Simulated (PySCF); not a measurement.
**phenylacetylene: full NMR table**

```
Formula                               : C8H6
SMILES                                : C#Cc1ccccc1
Point group of the computed structure : C2v
Degrees of unsaturation               : 6
Carbon signals                        : 6
Proton signals                        : 4
```

Bonds (- single, = double, # triple, : aromatic): C1#C2 1.213 Å, C2-C3 1.429 Å, C3:C4 1.406 Å, C4:C5 1.391 Å, C5:C6 1.395 Å, C6:C7 1.395 Å, C7:C8 1.391 Å, C8:C3 1.406 Å. C1 carries H9; C4 carries H10; C5 carries H11; C6 carries H12; C7 carries H13; C8 carries H14.

PySCF calculation with σ from GIAO-HF/pcSseg-1, structure optimised with PBE0-D3(BJ)/def2-SVP and J: B3LYP/pcJ-1 (without the spin–dipole term); one conformer, rapidly exchanging positions averaged, no solvent, no relativistic terms.

Chemical shifts δ = σref − σ; $^{1}$H (σref 31.69), $^{13}$C (σref 190.85) vs TMS, all at this level.

```tsv
carbon	δC, type	δH (multiplicity, J in Hz)	HMBC from (abs. J ≥ 3 Hz)	span of the C tensor (ppm)
C1	89.6, CH	3.73 (s)	–	167
C2	79.0, C	–	H10/H14, H9	323
C3	129.4, C	–	H11/H13, H9	240
C4/C8	142.9, CH	7.84 (m)	H10/H14, H12	245
C5/C7	134.7, CH	7.48 (m)	H11/H13	247
C6	137.4, CH	7.55 (m)	H10/H14	251
```

Selected couplings (Hz, signed; the shortest-range and largest first, 30 at most; isotopes $^{13}$C, $^{1}$H): $^{1}J$(C1,H9) 275.0, $^{1}J$(C1,C2) 200.5, $^{1}J$(C4,H10) 170.8, $^{1}J$(C6,H12) 167.9, $^{1}J$(C5,H11) 167.9, $^{1}J$(C2,C3) 99.2, $^{1}J$(C3,C4) 63.3, $^{1}J$(C4,C5) 62.4, $^{1}J$(C5,C6) 61.6, $^{2}J$(C1,C3) 14.1, $^{2}J$(C2,C4) 1.9, $^{2}J$(C4,C6) -1.5, $^{3}J$(C3,C6) 9.4, $^{3}J$(H10,H11) 8.7, $^{3}J$(H11,H12) 8.4, $^{3}J$(C4,C7) 7.7, $^{3}J$(C2,C5) 5.6, $^{3}J$(C1,C4) 2.4, $^{4}J$(C2,C6) -1.7.

Carbon types of the structure: 2 × C, 6 × CH, which accounts for all hydrogens. δC 142.9, 137.4, 134.7: aromatic CH. δC 129.4: substituted aromatic carbon. δC 89.6: terminal alkyne carbon; sp carbons lie upfield of alkene carbons because the cylindrical π system leaves one tensor component strongly shielded. δC 79.0: alkyne carbon; the triple bond shields along its axis, which puts it between sp3 and sp2 carbons. δH 7.84, 7.55, 7.48: hydrogen on an aromatic CH; aromatic region.

Multiplet labels drop couplings under 1 Hz and merge nearly equal ones. Couplings among chemically equivalent protons are left out too, so labels in AA′BB′ or AA′XX′ sets are apparent multiplicities. Unscaled 3J(H,H) at this level run about 10 % above measured values. Shifts are as computed. Against solution values, carbons near 30 ppm lie about -0 ppm off and those near 130 ppm about +7 ppm. Of 1211 compounds with measured shifts, 218 miss one by over three times the rms of a fit or turn the order of signals round; such compounds aren't used in these exercises.
